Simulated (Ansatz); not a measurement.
Crystal: SnSe.

```xyz
2
Lattice="0.0000 3.0100 3.0100 3.0100 0.0000 3.0100 3.0100 3.0100 0.0000" Properties=species:S:1:pos:R:3 pbc="T T T"
Sn    0.0000    0.0000    0.0000
Se    3.0100    3.0100    3.0100
```

Measurements of this composition are mostly on another form, of space group No. 62.

| Property | Result |
| --- | --- |
| Program | Ansatz 0.2.0 |
| Task | relaxation of cell and atoms |
| Functional | r2SCAN |
| Dispersion | D3(BJ) |
| Potentials or basis | Ansatz PAW |
| Cutoff | 500 eV (not typed: the program's choice for these potentials) |
| k mesh | 8 × 8 × 8 |
| Occupations | fermi-dirac, width 0.05 eV |
| Spin | no spin polarisation |

At the start: volume 27.27 Å³/atom.

Where does the relaxation end?

It ends after 4 steps and the volume is 26.71 Å³/atom (-2.1 %); space group Fm-3m (No. 225, to 0.05 Å).

Step by step:
```csv
step,energy change (eV),largest force (eV/Å),volume (Å³)
1,0.0000,0.0000,54.54
2,-0.0031,0.0000,52.86
3,-0.0041,0.0000,53.42
4,-0.0041,0.0000,53.42
```

Final structure:
```
CELL_PARAMETERS angstrom
0.00000 2.98928 2.98928
2.98928 0.00000 2.98928
2.98928 2.98928 0.00000
ATOMIC_POSITIONS crystal
Sn 0.00000 0.00000 0.00000
Se 0.50000 0.50000 0.50000
```

Caveat: the plane-wave basis is chosen anew once the cell has moved, so the energies of steps on either side of that aren't comparable; the PAW data sets come from PBE, with cores solved anew for the run's functional, which leaves a small shift of forces and pressure; the dispersion damping was fitted for another functional or another form of the correction.
